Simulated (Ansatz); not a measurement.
TaN:

```
Ta N
1.0
     0.00000    2.21132    2.21132
     2.21132    0.00000    2.21132
     2.21132    2.21132    0.00000
Ta N
1 1
Direct
  0.50000 0.50000 0.50000
  0.00000 0.00000 0.00000
```

The cell comes from a database or a generator and needn't be the stable form of this composition.

Base run:

```yaml
Program: Ansatz 0.2.0
Functional: r2SCAN
Potentials_or_basis: Ansatz PAW
Cutoff: "500 eV (not typed: the program's choice for these potentials)"
k_mesh: 10 × 10 × 10
Occupations: fermi-dirac, width 0.05 eV
Spin: no spin polarisation
```

Its results: band gap on the k mesh none (metal or under the smearing width); pressure -6.2 GPa.

The run is repeated on the same cell with these changes: hubbard terms from none to Ta d U = 4 eV; hubbard projectors from none to ortho-atomic (the default). What comes out?

Band gap on the k mesh none (metal or under the smearing width); pressure -2.4 GPa.

Caveats: the PAW data sets come from PBE, with cores solved anew for the run's functional, which leaves a small shift of forces and pressure; the density of states is complete only up to the lowest level of the last band computed; U without spin polarisation on a metal has little footing (some runs).
